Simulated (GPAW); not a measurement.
# SiC (Moissanite) (P6_3mc) in GPAW: a series of runs, part 2 of 2

GPAW 26.7.0. Earlier steps stand in the parts before.

**3. Band structure, RPBE**

File run.py:

```python
from ase.dft.bandgap import bandgap
from ase.io import write
from ase.spacegroup import crystal
from ase.units import GPa
from gpaw import GPAW, PW

# Si 2b
# C 2b
atoms = crystal(['Si', 'C'],
                basis=[[0.6666666667, 0.3333333333, 0.5],
                       [0.6666666667, 0.3333333333, 0.885]],
                spacegroup=186, setting=1,  # P6_3mc
                cellpar=[3.076, 3.076, 5.048, 90.0, 90.0, 120.0],
                primitive_cell=True)

calc = GPAW(mode=PW(800),
            xc='RPBE',
            kpts={'size': (7, 7, 4), 'gamma': True},
            occupations={'name': 'fermi-dirac', 'width': 0.05},
            nbands=18,
            convergence={'density': 1e-05, 'energy': 1e-05},
            maxiter=150,
            txt='gpaw.txt')
atoms.calc = calc
energy = atoms.get_potential_energy()
forces = atoms.get_forces()
stress = atoms.get_stress()
calc.write('gs.gpw')
write('result.traj', atoms)
print(f'Energy: {energy:.6f} eV')
print('Forces (eV/A):')
print(forces.round(4))
print('Stress (GPa):', (stress / GPa).round(3))
print('Fermi level:', round(calc.get_fermi_level(), 4), 'eV')
print(f'Gap: {bandgap(calc)[0]:.4f} eV, direct: {bandgap(calc, direct=True)[0]:.4f} eV')

path = atoms.cell.bandpath('GMKGALHA,LM,KH', npoints=80, eps=1e-4)
bs_calc = calc.fixed_density(kpts=path, symmetry='off', nbands=29,
                             convergence={'bands': 'CBM+6.0', 'eigenstates': 1e-6}, txt='bands.txt')
bs = bs_calc.band_structure()
bs.write('bs.json')
print(f'Gap on the path: {bandgap(bs_calc)[0]:.4f} eV')
```

Potentials or basis: the program's PAW data sets (release 1.2.1) made for this functional, pw.

The run is started by

```
OMP_NUM_THREADS=1 python run.py
```

Wall time 67 s (1 thread of Arm Neoverse V1, shared host); peak memory 0.32 GiB.

The run converged. Its results:

```
Free energy             : -28.3020 eV
Pressure                : 8.3 GPa
Largest force           : 0.776 eV/Å
Band gap along the path : 2.35 eV, indirect (least direct gap 4.11 eV)
```

Forces in eV/Å, atoms in the order of the input:
```
Si   0.000  0.000  0.776
Si   0.000  0.000  0.776
C    0.000  0.000 -0.776
C    0.000  0.000 -0.776
```

Stress tensor (GPa, compression positive):
```
10.11  0.00  0.00
 0.00 10.11  0.00
 0.00  0.00  4.57
```

Levels at the corners of the path, in eV from the valence-band top:
| point | band 5 | band 6 | band 7 | band 8 | band 9 | band 10 | band 11 | band 12 |
| --- | --- | --- | --- | --- | --- | --- | --- | --- |
| Γ | -1.57 | -0.28 | -0.28 | 0.00 | 4.65 | 6.05 | 6.52 | 6.52 |
| M | -5.44 | -3.56 | -3.26 | -1.49 | 2.62 | 4.21 | 6.79 | 7.21 |
| K | -6.51 | -4.13 | -4.05 | -4.05 | 2.35 | 8.03 | 8.68 | 8.68 |
| Γ | -1.57 | -0.28 | -0.28 | 0.00 | 4.65 | 6.05 | 6.52 | 6.52 |
| A | -0.97 | -0.97 | -0.97 | -0.97 | 5.75 | 5.75 | 7.19 | 7.19 |
| L | -2.70 | -2.70 | -2.35 | -2.35 | 3.18 | 3.18 | 5.03 | 5.03 |
| H | -5.87 | -5.87 | -1.76 | -1.76 | 4.83 | 4.83 | 6.01 | 6.01 |
| A | -0.97 | -0.97 | -0.97 | -0.97 | 5.75 | 5.75 | 7.19 | 7.19 |
| L | -2.70 | -2.70 | -2.35 | -2.35 | 3.18 | 3.18 | 5.03 | 5.03 |
| M | -5.44 | -3.56 | -3.26 | -1.49 | 2.62 | 4.21 | 6.79 | 7.21 |
| K | -6.51 | -4.13 | -4.05 | -4.05 | 2.35 | 8.03 | 8.68 | 8.68 |
| H | -5.87 | -5.87 | -1.76 | -1.76 | 4.83 | 4.83 | 6.01 | 6.01 |

**4. Equation of state, LDA**

File run.py:

```python
from ase.eos import EquationOfState
from ase.io import Trajectory
from ase.spacegroup import crystal
from ase.units import GPa
from gpaw import GPAW, PW, setup_paths

setup_paths.insert(0, '.')

# Si 2b
# C 2b
atoms = crystal(['Si', 'C'],
                basis=[[0.6666666667, 0.3333333333, 0.5],
                       [0.6666666667, 0.3333333333, 0.885]],
                spacegroup=186, setting=1,  # P6_3mc
                cellpar=[3.076, 3.076, 5.048, 90.0, 90.0, 120.0],
                primitive_cell=True)

traj = Trajectory('eos.traj', 'w')
volumes, energies = [], []
for x in [0.94, 0.96, 0.98, 1.0, 1.02, 1.04, 1.06]:
    a = atoms.copy()
    a.set_cell(atoms.cell * x**(1 / 3), scale_atoms=True)
    calc = GPAW(mode=PW(800),
                xc='LDA',
                kpts={'size': (7, 7, 4), 'gamma': True},
                occupations={'name': 'fermi-dirac', 'width': 0.05},
                nbands=18,
                convergence={'density': 1e-05, 'energy': 1e-05},
                maxiter=150,
                txt=f'eos-{x:.2f}.txt')
    a.calc = calc
    energies.append(a.get_potential_energy(force_consistent=True))
    volumes.append(a.get_volume())
    p = -a.get_stress()[:3].mean() / GPa
    calc.write(f'eos-{x:.2f}.gpw')
    traj.write(a)
    print(f'{x:.2f} {volumes[-1]:10.4f} A^3 {energies[-1]:14.6f} eV {p:9.3f} GPa', flush=True)

v0, e0, B = EquationOfState(volumes, energies, eos='birchmurnaghan').fit()
print(f'V0 = {v0:.4f} A^3, E0 = {e0:.6f} eV, B0 = {B / GPa:.2f} GPa')
```

Potentials or basis: PAW data sets generated in the run's folder for this functional, pw.

The run is started by

```
gpaw-setup -f LDA C Si
OMP_NUM_THREADS=1 python run.py
```

It took 2.3 min on 1 thread of Arm Neoverse V1, shared host; peak memory 0.25 GiB.

The run converged. Its results:

* Equilibrium volume: 10.22 Å³/atom
* Bulk modulus at fixed shape and positions: 230 GPa
* Pressure derivative of the bulk modulus: 3.9

Energy against volume, from the lowest point:
```csv
volume (Å³/atom),energy (meV/atom)
9.721,18.70
9.927,5.90
10.134,0.00
10.341,0.41
10.548,6.49
10.755,17.72
10.961,33.60
```

Caveat: the cell was scaled at fixed shape and fractional positions, which overstates the stiffness of a crystal with free parameters, most of all of layers and chains.

**5. Equation of state, vdW-DF**

File run.py:

```python
from ase.eos import EquationOfState
from ase.io import Trajectory, read
from ase.units import GPa
from gpaw import GPAW, PW

atoms = read('SiC.xyz')

traj = Trajectory('eos.traj', 'w')
volumes, energies = [], []
for x in [0.94, 0.96, 0.98, 1.0, 1.02, 1.04, 1.06]:
    a = atoms.copy()
    a.set_cell(atoms.cell * x**(1 / 3), scale_atoms=True)
    calc = GPAW(mode=PW(800),
                xc={'name': 'vdW-DF', 'backend': 'libvdwxc'},
                kpts={'size': (7, 7, 4), 'gamma': True},
                occupations={'name': 'fermi-dirac', 'width': 0.05},
                nbands=18,
                convergence={'density': 1e-05, 'energy': 1e-05},
                maxiter=150,
                txt=f'eos-{x:.2f}.txt')
    a.calc = calc
    energies.append(a.get_potential_energy(force_consistent=True))
    volumes.append(a.get_volume())
    calc.write(f'eos-{x:.2f}.gpw')
    traj.write(a)
    print(f'{x:.2f} {volumes[-1]:10.4f} A^3 {energies[-1]:14.6f} eV', flush=True)

v0, e0, B = EquationOfState(volumes, energies, eos='birchmurnaghan').fit()
print(f'V0 = {v0:.4f} A^3, E0 = {e0:.6f} eV, B0 = {B / GPa:.2f} GPa')
```

File SiC.xyz:

```xyz
4
Lattice="3.0760000000 0.0000000000 0.0000000000 -1.5380000000 2.6638941420 0.0000000000 0.0000000000 0.0000000000 5.0480000000" Properties=species:S:1:pos:R:3 pbc="T T T"
Si     1.5380000002      0.8879647139      2.5240000000
Si    -0.0000000002      1.7759294281      0.0000000000
C      1.5380000002      0.8879647139      4.4674800000
C     -0.0000000002      1.7759294281      1.9434800000
```

Potentials or basis: GPAW PAW data sets (gpaw-data 1.2.1), pw.

The run is started by

```
OMP_NUM_THREADS=1 python run.py
```

Run time: 2.5 min. Hardware: 1 thread of Arm Neoverse V1, shared host; peak memory 0.4 GiB.

The run converged. Its results:

```
Equilibrium volume                        : 10.83 Å³/atom
Bulk modulus at fixed shape and positions : 201 GPa
Pressure derivative of the bulk modulus   : 3.8
```

Energy against volume, from the lowest point:
| volume (Å³/atom) | energy (meV/atom) |
| --- | --- |
| 9.721 | 84.88 |
| 9.927 | 54.28 |
| 10.134 | 31.15 |
| 10.341 | 14.74 |
| 10.548 | 4.56 |
| 10.755 | 0.00 |
| 10.961 | 0.57 |

Caveat: the cell was scaled at fixed shape and fractional positions, which overstates the stiffness of a crystal with free parameters, most of all of layers and chains; the PAW data sets were made with another functional, which shifts forces and pressure a little.

**6. Summary**

| task | level | potentials or basis | band path | band points | V0 of scaled cells (Å³/atom) | B0 (GPa) | largest force (eV/Å) |
| --- | --- | --- | --- | --- | --- | --- | --- |
| band structure | C09-vdW | GPAW PAW data sets (gpaw-data 1.2.1), pw | GMKGALHA,LM,KH | 80 | - | - | 0.78 |
| band structure | RPBE | the program's PAW data sets (release 1.2.1) made for this functional, pw | GMKGALHA,LM,KH | 80 | - | - | 0.78 |
| equation of state | LDA | PAW data sets generated in the run's folder for this functional, pw | - | - | 10.22 | 230 | - |
| equation of state | vdW-DF | GPAW PAW data sets (gpaw-data 1.2.1), pw | - | - | 10.83 | 201 | - |

Alike in all rows: no spin polarisation; cell as given; k mesh 7 × 7 × 4; cutoff (eV) 800; smearing fermi-dirac 0.05 eV.

Caveats: the PAW data sets were made with another functional, which shifts forces and pressure a little (some runs); the cell was scaled at fixed shape and fractional positions, which overstates the stiffness of a crystal with free parameters, most of all of layers and chains (some runs).

Total energies depend on the potentials used, so only differences within one code and one set of settings carry meaning.
